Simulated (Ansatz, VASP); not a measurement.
Two plane-wave programs on Ni

The input INCAR:

```
SYSTEM = Ni
ALGO = Normal
EDIFF = 1E-6
EDIFFG = -0.005
ENCUT = 600
GGA = PE
IBRION = 2
ISIF = 3
ISMEAR = 0
ISPIN = 2
IVDW = 12
LASPH = .TRUE.
LCHARG = .FALSE.
LMAXMIX = 4
LORBIT = 11
LREAL = .FALSE.
LWAVE = .FALSE.
MAGMOM = 0.72 0.72
NELM = 150
NSW = 100
PREC = Accurate
SIGMA = 0.1
```

KPOINTS

```
k-points
0
G
  21 21 10
  0 0 0
```

Contents of POSCAR:

```
Ni
1.0
    2.4480228978      0.0000000000      0.0000000000
   -1.2240114489      2.1200500186      0.0000000000
    0.0000000000      0.0000000000      4.0728075700
Ni
2
Direct
    0.3333333300      0.6666666700      0.2500000000
    0.6666666700      0.3333333300      0.7500000000
```

Input for Ansatz:

```yaml
crystal:
  lattice:
    - [2.4480228978, 0.0, 0.0]
    - [-1.2240114489, 2.1200500186, 0.0]
    - [0.0, 0.0, 4.07280757]
  atoms:
    - { symbol: Ni, position: [0.33333333, 0.66666667, 0.25], spin: 0.72 }
    - { symbol: Ni, position: [0.66666667, 0.33333333, 0.75], spin: 0.72 }
basis:
  ecutwfc: 420
kpoints:
  mp_grid: { grid: [21, 21, 10] }
hamiltonian:
  xc: pbe
  dispersion: d3bj
scf:
  occupations: { method: gaussian, width: 0.1 }
output:
  forces: true
  stress: true
  eigenvalues: true
  populations: true
magnetization:
  spin_polarized: true
relax:
  adjacent_minimum: "off"
  f_tol: 0.005
  max_steps: 80
  cell: { stress_tol: 0.05 }
```

This isn't the form of Ni at room conditions, which is fcc.

Alike in both runs: task relaxation of cell and atoms; functional PBE; dispersion D3(BJ); k mesh 21 × 21 × 10; occupations gaussian, width 0.1 eV; collinear spin.

|  | VASP | Ansatz |
| --- | --- | --- |
| version | VASP 6.6.1 | Ansatz 0.2.0 |
| potentials or method | VASP PAW PBE potentials, release 64 (Ni) | scalar-relativistic, plane waves, PAW |
| plane-wave cutoff (eV) | 600 | 420 |
| valence electrons in the cell | 20 | 36 |

VASP gave:

* gap on the k mesh at the Fermi level, each at its own relaxed structure (eV): none
* net moment per atom (μB): 0.62
* size of the moment on the site where the two differ most (μB): 0.63
* relaxed volume (Å³/atom): 10.54
* relaxed cell length with the largest relative difference (Å): 2.455

Question: Which values does Ansatz return?

Answer: gap on the k mesh at the Fermi level, each at its own relaxed structure (eV): none; net moment per atom (μB): 0.64; size of the moment on the site where the two differ most (μB): 0.68; relaxed volume (Å³/atom): 10.55; relaxed cell length with the largest relative difference (Å): 2.457.

Site moments also hang on the region over which each program counts them. A gap of «none» marks a metal or a gap that the smearing closes. The two sets of potentials don't hold the same shells in valence.

Caveats: pairwise dispersion overbinds metals, which lowers pressure and volume.
